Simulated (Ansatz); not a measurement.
# TiO$_{2}$ (P4_2/mnm): one-shot GW input and result

These are results of G0W0@PBE, plasmon-pole screening, soft PAW set, first generation (Ansatz 0.2.0-dev), not measurements.

Input:

```yaml
crystal:
  lattice:
    - [4.594, 0.0, 0.0]
    - [0.0, 4.594, 0.0]
    - [0.0, 0.0, 2.959]
  atoms:
    - { symbol: Ti, position: [0, 0, 0] }
    - { symbol: Ti, position: [0.5, 0.5, 0.5] }
    - { symbol: O, position: [0.3048, 0.3048, 0] }
    - { symbol: O, position: [0.6952, 0.6952, 0] }
    - { symbol: O, position: [0.8048, 0.1952, 0.5] }
    - { symbol: O, position: [0.1952, 0.8048, 0.5] }
kpoints:
  mp_grid: { grid: [2, 2, 3], shift: [0, 0, 0] }
hamiltonian:
  xc: pbe
  pseudopotentials: { kind: paw }
scf:
  occupations: { method: fixed }
  convergence: { dr2_threshold: "1e-9 eV" }
  lower_state_search: "off"
output:
  forces: false
  stress: false
gw:
  n_empty_bands: 401
  ecut_chi: 160
  qp_bands: [v1, c1]
  qp_kpoints: [[0, 0, 0]]
  ecutfock_ratio: 2
```

The input is rewritten from the run's settings (development build, wave cutoff 420 eV).

Levels count from the highest filled Kohn-Sham level listed; ε_QP = ε_KS + Z(Σ − Vxc). VB is the top filled band, CB the lowest empty one. The wave cutoff came out at 420 eV.

```tsv
k	band	ε_KS (eV)	Σx − Vxc (eV)	Σc (eV)	Z	ε_QP (eV)
Γ	VB	0.00	-4.44	4.48	0.76	0.03
Γ	CB	1.86	8.56	-6.81	0.78	3.21
```

The gap (direct at Γ) opens from 1.86 eV to 3.18 eV.

Soft PAW datasets can miss an all-electron G0W0 gap by more than 5 %. The mesh is coarse, so these are values at the stated settings, not converged ones. Band sums or response are cut, so the gap isn't at its basis limit. The gap is read among the points solved; the crystal's band edges can lie elsewhere.
